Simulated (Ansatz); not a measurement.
# Nickel, bcc under PBE: ground state and equation of state

What does PBE give for nickel in the bcc structure? We relax it, solve it on a dense k-mesh, switch on spin-orbit coupling, then scale the cell to 7 volumes from 88 to 112 % of the relaxed one and try a fit of the equation of state. The start is antiferromagnetic (CsCl-type). The k-meshes are 11×11×11 for the relaxation; 18×18×18 for the dense run; 11×11×11 for spin-orbit coupling; 13×13×13 for the volumes.

This is Ni in the bcc structure; at room conditions it is fcc.

Program: Ansatz 0.2.0. Level of theory: DFT PBE, plane waves (420 eV) with PAW, scalar-relativistic. These are calculated values, not measurements.

## (1) The system as given

The structure is cubic, space group Im-3m (No. 229). The conventional cell has a = 2.797 Å, b = 2.797 Å, c = 2.797 Å, α = 90.00°, β = 90.00°, γ = 90.00°. Around Ni (site symmetry m-3m) lie 8 Ni at 2.42 Å.

Structure file:

```
CELL_PARAMETERS angstrom
2.79691 0.00000 0.00000
0.00000 2.79691 0.00000
0.00000 0.00000 2.79691
ATOMIC_POSITIONS crystal
Ni 0.00000 0.00000 0.00000
Ni 0.50000 0.50000 0.50000
```

The atoms start with moments of +0.8, -0.8 μB.

## (2) Relaxation of the cell

input.yaml

```yaml
crystal:
  lattice:
    - [2.7969054095, 0.0, 0.0]
    - [0.0, 2.7969054095, 0.0]
    - [0.0, 0.0, 2.7969054095]
  atoms:
    - { symbol: Ni, position: [0.0, 0.0, 0.0], spin: 0.8 }
    - { symbol: Ni, position: [0.5, 0.5, 0.5], spin: -0.8 }
hamiltonian:
  xc: pbe
  pseudopotentials:
    kind: paw
    azcp:
      Ni: "pseudopotentials/Ni.paw.azcp"
basis:
  ecutwfc: 420
  fft_grid_basis: typed
kpoints:
  mp_grid: { grid: [11, 11, 11], shift: [0, 0, 0] }
magnetization:
  spin_polarized: true
scf:
  occupations: { method: fermi_dirac, width: 0.05 }
relax:
  max_steps: 60
  f_tol: 0.01
  cell: {}
```

After this run come: Single point on a dense mesh; Spin-orbit coupling switched on; Equation of state: 88 %; Equation of state: 92 %; Equation of state: 96 %; Equation of state: 100 %; Equation of state: 104 %; Equation of state: 108 %; Equation of state: 112 %.

What does the calculation give? Wanted: space group; conventional cell; volume; shortest distance; gap on the mesh; magnetic state; relative to fcc, ferromagnetic; magnetic state with spin-orbit coupling.

**Answer**, as computed:

| quantity | value |
| --- | --- |
| space group (spins left aside) | Im-3m (No. 229) |
| conventional cell | a = 2.793 Å |
| volume | 10.889 Å³/atom |
| shortest distance | 2.418 Å |
| gap on the mesh | none (levels filled in part) |
| magnetic state | ferromagnetic, up to 0.58 μB per atom |
| relative to fcc, ferromagnetic | +100 meV/atom |
| magnetic state with spin-orbit coupling | ferromagnetic, up to 0.58 μB per atom |

In words: From the guessed start the volume shrank by 0.5 % in 4 steps. It lies 100 meV/atom above the element's reference form at the same level (fcc, ferromagnetic, from a run of its own). The final state is ferromagnetic (largest moment 0.58 μB). That is not the order it started in. No gap shows: it is a metal or semimetal at this level. The spin-orbit run (on a coarser mesh) has the same spin moments. Totals with and without spin-orbit coupling (-0.31 eV/atom apart) can't be read as binding, since the two-component data shift the zero of energy. The symmetry was held, so the structure may be unstable against distortions that break it.
